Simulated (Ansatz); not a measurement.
**HfN**

```
Hf N
1.0
     0.00000    2.25586    2.25586
     2.25586    0.00000    2.25586
     2.25586    2.25586    0.00000
Hf N
1 1
Direct
  0.00000 0.00000 0.00000
  0.50000 0.50000 0.50000
```

Atoms are numbered in the order listed.

The cell is the one relaxed in the Materials Project (mp-2828), not relaxed further here; entries there can be hypothetical.

Spin polarisation is left out, and whether a magnetic state lies lower isn't shown here.

Spin–orbit coupling is left out, though it moves levels of the heavy atoms by tenths of an eV or more.

Levels of theory: DFT, PBE, all-electron LAPW, scalar-relativistic (Ansatz 0.2.0); DFT, PBE, PAW with Ansatz's default frozen-core files, scalar-relativistic (Ansatz 0.2.0).

For LAPW: a Γ-centred 16×16×16 k mesh, Fermi–Dirac smearing of 0.05 eV, basis error target 0.5 meV/atom, no spin polarisation. PAW takes a cutoff of 420 eV at this cell. The Ansatz runs share mesh, smearing and spin set-up. Values come from LAPW unless marked.

```
Löwdin charges (with 0.05 e of the cell spilling out of the atomic basis, so their sizes and signs hang on that basis) : Hf1 0.73, N2 -0.68 e
Bader charges (from the PAW run)                                                                                       : Hf1 +1.93, N2 -1.93 e
Band gap                                                                                                               : none: with an odd electron count and no spin polarisation the bands can't all be full, a metal in this set-up (spin order or a larger cell could open a gap)
Volume per atom                                                                                                        : 11.48 Å³
```

Question: Predict this quantity. Density of states at the Fermi level (0.2 eV bin).

Answer: 0.61 states/eV per cell.

Question: Pressure at this cell: what does the calculation give?

Answer: 6.69 GPa.
